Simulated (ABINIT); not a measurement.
# TaN (Fm-3m) in ABINIT: reference runs

Aim: a first look at TaN with PBE, on the cell as given and on a disturbed one.

All numbers are computed with ABINIT 10.8.3 (patched build); they aren't measurements. Logs are shortened: lines on timing, memory, paths and dates and some standing lists are left out, and cuts for length are marked. The log counts tension as positive stress, the text compression.

### Step 1. The crystal as given

Symmetry: Fm-3m, No. 225, cubic system. The conventional cell has a = 4.423 Å, b = 4.423 Å, c = 4.423 Å, α = 90.00°, β = 90.00°, γ = 90.00°. Around Ta (site symmetry m-3m) lie 6 N at 2.21 Å. N (site symmetry m-3m) has 6 Ta at 2.21 Å as nearest neighbours.

The cell comes from a database or a generator and needn't be the stable form of this composition.

### Step 2. Single point, PBE

Input file run.abi:

```
# Pseudopotentials
pp_dirpath "./"
pseudos "Ta.GGA_PBE-JTH.xml, N.GGA_PBE-JTH.xml"

# Structure
structure "poscar:POSCAR"
natom 2

# Plane-wave basis
ecut 26.0
pawecutdg 48.0
pawxcdev 0

# k points
kptopt 1
ngkpt 10 10 10
nshiftk 1
shiftk 0.0 0.0 0.0

# Exchange and correlation
ixc 11

# Bands and occupations
nband 13
occopt 3
tsmear 0.00183747

# SCF cycle
nstep 100
tolvrs 1.0e-9

# Output
iomode 3
prtwf 0
prtden 0
prteig 0
prtebands 0
enunit 2
```

Input file POSCAR:

```
TaN
1.0
    0.0000000000      2.2113230000      2.2113230000
    2.2113230000      0.0000000000      2.2113230000
    2.2113230000      2.2113230000      0.0000000000
Ta N
1 1
Direct
    0.5000000000      0.5000000000      0.5000000000  Ta
    0.0000000000      0.0000000000      0.0000000000  N
```

Potentials or basis: JTH PAW PBE v2.0.

Started as:

```
> abinit run.abi > log 2>&1
```

run.abo:

```text
.Version 10.8.3 of ABINIT
 Symmetries : space group Fm -3 m (#225); Bravais cF (face-center cubic)
================================================================================
 Values of the parameters that define the memory need of the present run
     intxc =       0    ionmov =       0      iscf =      17    lmnmax =      18
     lnmax =       6     mgfft =      30  mpssoang =       3    mqgrid =    3001
     natom =       2  nloc_mem =       2    nspden =       1   nspinor =       1
    nsppol =       1      nsym =      48    n1xccc =       1    ntypat =       2
    occopt =       3   xclevel =       2
       mpw =         938          nfft =       27000          nkpt =          47
 PAW method is used; the additional fine FFT grid is defined by:
   mgfftf=        40    nfftf =     64000
================================================================================
================================================================================

--------------------------------------------------------------------------------
------------- Echo of variables that govern the present computation ------------
--------------------------------------------------------------------------------
 -outvars: echo values of preprocessed input variables --------
            acell      1.0000000000E+00  1.0000000000E+00  1.0000000000E+00 Bohr
              amu      1.80947900E+02  1.40067400E+01
             ecut      2.60000000E+01 Hartree
           enunit           2
              ixc          11
         kptrlatt       10    0    0      0   10    0      0    0   10
          kptrlen      5.90970835E+01
            natom           2
            nband          13
            ngfft          30      30      30
          ngfftdg          40      40      40
             nkpt          47
            nstep         100
             nsym          48
           ntypat           2
           occopt           3
        pawecutdg      4.80000000E+01 Hartree
         pawxcdev           0
           prtden           0
        prtebands           0
           prteig           0
            prtwf           0
            rprim      0.0000000000E+00  4.1787948459E+00  4.1787948459E+00
                       4.1787948459E+00  0.0000000000E+00  4.1787948459E+00
                       4.1787948459E+00  4.1787948459E+00  0.0000000000E+00
          spgroup         225
           tolvrs      1.00000000E-09
           tsmear      1.83747000E-03 Hartree
            typat      1  2
           useylm           1
           xangst      2.2113230000E+00  2.2113230000E+00  2.2113230000E+00
                       0.0000000000E+00  0.0000000000E+00  0.0000000000E+00
            xcart      4.1787948459E+00  4.1787948459E+00  4.1787948459E+00
                       0.0000000000E+00  0.0000000000E+00  0.0000000000E+00
             xred      5.0000000000E-01  5.0000000000E-01  5.0000000000E-01
                       0.0000000000E+00  0.0000000000E+00  0.0000000000E+00
[... 150 lines left out ...]
 cartesian forces (hartree/bohr) at end:
    1     -0.00000000000000    -0.00000000000000    -0.00000000000000
    2     -0.00000000000000    -0.00000000000000    -0.00000000000000
 frms,max,avg= 0.0000000E+00 0.0000000E+00   0.000E+00  0.000E+00  0.000E+00 h/b

 cartesian forces (eV/Angstrom) at end:
    1     -0.00000000000000    -0.00000000000000    -0.00000000000000
    2     -0.00000000000000    -0.00000000000000    -0.00000000000000
 frms,max,avg= 0.0000000E+00 0.0000000E+00   0.000E+00  0.000E+00  0.000E+00 e/A
 length scales=  1.000000000000  1.000000000000  1.000000000000 bohr
              =  0.529177210544  0.529177210544  0.529177210544 angstroms
 Fermi (or HOMO) energy (hartree) =   0.22585   Average Vxc (hartree)=  -0.48907
 Eigenvalues (hartree) for nkpt=  47  k points:
 kpt#   1, nband= 13, wtk=  0.00100, kpt=  0.0000  0.0000  0.0000 (reduced coord)
  -2.33308   -1.09144   -1.09144   -1.09144   -0.46250    0.08618    0.08618    0.08618
   0.14910    0.14910    0.14910    0.22713    0.22713
      occupation numbers for kpt#   1
   2.00000    2.00000    2.00000    2.00000    2.00000    2.00000    2.00000    2.00000
   2.00000    2.00000    2.00000    0.66660    0.66660
 prteigrs : prtvol=0 or 1, do not print more k-points.

 Fermi (or HOMO) energy (eV) =   6.14575   Average Vxc (eV)= -13.30820
 Eigenvalues (   eV  ) for nkpt=  47  k points:
 kpt#   1, nband= 13, wtk=  0.00100, kpt=  0.0000  0.0000  0.0000 (reduced coord)
 -63.48641  -29.69952  -29.69952  -29.69952  -12.58516    2.34519    2.34519    2.34519
   4.05728    4.05728    4.05728    6.18041    6.18041
 prteigrs : prtvol=0 or 1, do not print more k-points.

--- !EnergyTerms
iteration_state     : {dtset: 1, }
comment             : Components of total free energy in Hartree
kinetic             :  1.20291779825415E+01
hartree             :  8.12524983875635E+00
xc                  : -1.09183876033509E+01
Ewald energy        : -6.16881514544083E+01
psp_core            :  9.86716770776381E+00
local_psp           : -1.14077452705798E+01
PAW spherical_terms : -1.50705054265652E+01
internal            : -6.90631942258426E+01
'-kT*entropy'       : -2.16312879916336E-04
total_energy        : -6.90634105387225E+01
total_energy_eV     : -1.87931113963393E+03
...

--- !EnergyTermsDC
iteration_state     : {dtset: 1, }
comment             : '"Double-counting" decomposition of free energy'
band_energy         : -1.19322322027205E+01
Ewald energy        : -6.16881514544083E+01
psp_core            :  9.86716770776381E+00
xc_dc               : -1.17672798164938E+01
PAW spherical_terms :  6.45730915287391E+00
internal            : -6.90631866129850E+01
'-kT*entropy'       : -2.16312879916336E-04
total_energy_dc     : -6.90634029258649E+01
total_energy_dc_eV  : -1.87931093247752E+03
...

--- !EnergyTermsWithPAWCore
iteration_state     : {dtset: 1, }
comment             : 'Components of total free energy, including PAW core contributions'
Total energy        : -1.56597399268449E+04
Total energy DC     : -1.56597399192320E+04
Total energy (eV)   : -4.26123231660986E+05
Total energy DC (eV): -4.26123231453829E+05
...

 Cartesian components of stress tensor (hartree/bohr^3)
  sigma(1 1)=  5.30937159E-05  sigma(3 2)=  0.00000000E+00
  sigma(2 2)=  5.30937159E-05  sigma(3 1)=  0.00000000E+00
  sigma(3 3)=  5.30937159E-05  sigma(2 1)=  0.00000000E+00

-Cartesian components of stress tensor (GPa)         [Pressure= -1.5621E+00 GPa]
- sigma(1 1)=  1.56207105E+00  sigma(3 2)=  0.00000000E+00
- sigma(2 2)=  1.56207105E+00  sigma(3 1)=  0.00000000E+00
- sigma(3 3)=  1.56207105E+00  sigma(2 1)=  0.00000000E+00

== END DATASET(S) ==============================================================
================================================================================

 -outvars: echo values of variables after computation  --------
            acell      1.0000000000E+00  1.0000000000E+00  1.0000000000E+00 Bohr
           etotal     -6.9063402926E+01
            fcart     -0.0000000000E+00 -0.0000000000E+00 -0.0000000000E+00
                      -0.0000000000E+00 -0.0000000000E+00 -0.0000000000E+00
            rprim      0.0000000000E+00  4.1787948459E+00  4.1787948459E+00
                       4.1787948459E+00  0.0000000000E+00  4.1787948459E+00
                       4.1787948459E+00  4.1787948459E+00  0.0000000000E+00
           strten      5.3093715870E-05  5.3093715870E-05  5.3093715870E-05
                       0.0000000000E+00  0.0000000000E+00  0.0000000000E+00
           xangst      2.2113230000E+00  2.2113230000E+00  2.2113230000E+00
                       0.0000000000E+00  0.0000000000E+00  0.0000000000E+00
             xred      5.0000000000E-01  5.0000000000E-01  5.0000000000E-01
                       0.0000000000E+00  0.0000000000E+00  0.0000000000E+00
 Calculation completed.
```

Run time: 53 s. Hardware: 1 thread of Arm Neoverse N1, shared host; peak memory 0.12 GiB.

What came out:

```yaml
Free_energy: -1879.3109 eV
Pressure: -1.6 GPa
Band_gap_on_the_k_mesh: none (metal or under the smearing width)
Valence_electrons_inside_the_program's_atomic_spheres: Ta 10.70; N 2.54
```

Caveat: the highest band is partly filled, so the run has too few bands.

### Step 3. Single point, PBE (atoms moved at random, drawn with an rms of 0.05 Å)

run.abi: that of step 2 with these lines changed.

```diff
@@ -5,4 +5,17 @@
 # Structure
-structure "poscar:POSCAR"
+acell 3.1272829774 3.1272829774 3.1272829774 Angstrom
+rprim
+     0.0000000000     0.7071067812     0.7071067812
+     0.7071067812     0.0000000000     0.7071067812
+     0.7071067812     0.7071067812     0.0000000000
+ntypat 2
+znucl 73 7
 natom 2
+typat 1 2
+xred
+     0.5135260000     0.4842130000     0.5289790000
+    -0.0129020000    -0.0147020000     0.0156950000
+chkprim 0
+chksymtnons 0
+tolsym 1.0e-6
 
@@ -25,3 +38,3 @@
 occopt 3
-tsmear 0.00183747
+tsmear 0.05 eV
 
@@ -34,5 +47,7 @@
 prtwf 0
-prtden 0
 prteig 0
 prtebands 0
-enunit 2
+prtden 1
+prtvha 1
+prtvclmb 1
+prtpot 1
```

Potentials or basis: JTH PAW PBE v2.0.

Started as:

```
> abinit run.abi > log 2>&1
```

run.abo:

```text
.Version 10.8.3 of ABINIT
 Symmetries : space group P1 (#  1); Bravais aP (primitive triclinic)
================================================================================
 Values of the parameters that define the memory need of the present run
     intxc =       0    ionmov =       0      iscf =      17    lmnmax =      18
     lnmax =       6     mgfft =      30  mpssoang =       3    mqgrid =    3001
     natom =       2  nloc_mem =       2    nspden =       1   nspinor =       1
    nsppol =       1      nsym =       1    n1xccc =       1    ntypat =       2
    occopt =       3   xclevel =       2
       mpw =         938          nfft =       27000          nkpt =         504
 PAW method is used; the additional fine FFT grid is defined by:
   mgfftf=        40    nfftf =     64000
================================================================================
================================================================================

--------------------------------------------------------------------------------
[... 264 lines left out ...]
- sigma(2 2)= -1.72560688E+00  sigma(3 1)=  7.69991667E-02
- sigma(3 3)= -1.11064654E-02  sigma(2 1)=  1.79461495E-01

== END DATASET(S) ==============================================================
================================================================================

 -outvars: echo values of variables after computation  --------
            acell      5.9097083455E+00  5.9097083455E+00  5.9097083455E+00 Bohr
           etotal     -6.9061851903E+01
            fcart     -4.0521285878E-03 -1.3268766828E-02 -8.5160706371E-03
                       4.0521285878E-03  1.3268766828E-02  8.5160706371E-03
            rprim      0.0000000000E+00  7.0710678120E-01  7.0710678120E-01
                       7.0710678120E-01  0.0000000000E+00  7.0710678120E-01
                       7.0710678120E-01  7.0710678120E-01  0.0000000000E+00
           strten      3.2182824924E-05 -5.8652185627E-05 -3.7750108463E-07
                       1.0990288539E-05  2.6171484820E-06  6.0997722347E-06
           xangst      2.2404947731E+00  2.3053152842E+00  2.2063231987E+00
                       2.1958437391E-03  6.1762251391E-03 -6.1041360093E-02
             xred      5.1352600000E-01  4.8421300000E-01  5.2897900000E-01
                      -1.2902000000E-02 -1.4702000000E-02  1.5695000000E-02
 Calculation completed.
```

Run time: 8.7 min. Hardware: 1 thread of Arm Neoverse N1, shared host; peak memory 0.33 GiB.

Results:

* Free energy: -1879.2687 eV
* Pressure: 0.3 GPa
* Largest force: 0.837 eV/Å
* Band gap on the k mesh: none (metal or under the smearing width)
* Valence electrons inside the program's atomic spheres: Ta 10.71; N 2.60

Forces in eV/Å, atoms in the order of the input:
```
Ta  -0.208 -0.682 -0.438
N    0.208  0.682  0.438
```
